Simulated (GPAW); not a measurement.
Runs of GPAW 26.7.0 on Sn. The structure is tetragonal, space group I4_1/amd (No. 141). Conventional cell: a = 5.880 Å, b = 5.880 Å, c = 3.199 Å, α = 90.00°, β = 90.00°, γ = 90.00°. Around Sn (site symmetry -4m2) lie 6 Sn at 3.05 to 3.20 Å. 

```tsv
task	level	potentials or basis	spin	cell	optimizer	fmax	max steps	target pressure	band path	gap on the mesh (eV)	pressure (GPa)	relaxed volume (Å³/atom)
relaxation of cell and atoms	mBEEF	GPAW PAW data sets (gpaw-data 1.2.1), pw	off	relaxed to -2 GPa	FIRE	0.05 eV/Å	100	-2 GPa	-	none	-2.0	-
relaxation of cell and atoms	PBE+D3(BJ)	GPAW PAW data sets (gpaw-data 1.2.1), pw	off	relaxed	BFGS	0.02 eV/Å	60	-	-	none	-0.1	(a)
relaxation of cell and atoms	LDA	the program's PAW data sets (release 1.2.1) made for this functional, pw	off	relaxed	BFGS	0.02 eV/Å	40	-	-	none	0.0	25.96
band structure	TASK	GPAW PAW data sets (gpaw-data 1.2.1), pw	SOC, no magnetisation	as given	-	-	-	-	GXMGZPNZ1M,XP	-	2.9	-
```

Alike in all rows: k mesh 7 × 7 × 7; cutoff (eV) 600; smearing fermi-dirac 0.05 eV.

Fill in the values left out.

(a) 27.01.

Caveats: later steps reuse the first step's grids (some runs); the PAW data sets were made with another functional, which shifts forces and pressure a little (some runs); pairwise dispersion overbinds metals, which lowers pressure and volume (some runs); spin-orbit coupling was added after a scalar SCF, so levels and gaps hold it while energy, forces, pressure and moments don't (some runs); this program's spin-orbit splittings come out too wide for heavy elements (some runs).

A k mesh can miss the band edges, and rows without SOC leave out spin-orbit coupling on Sn.

A gap of «none» marks a metal or a gap under the smearing width.
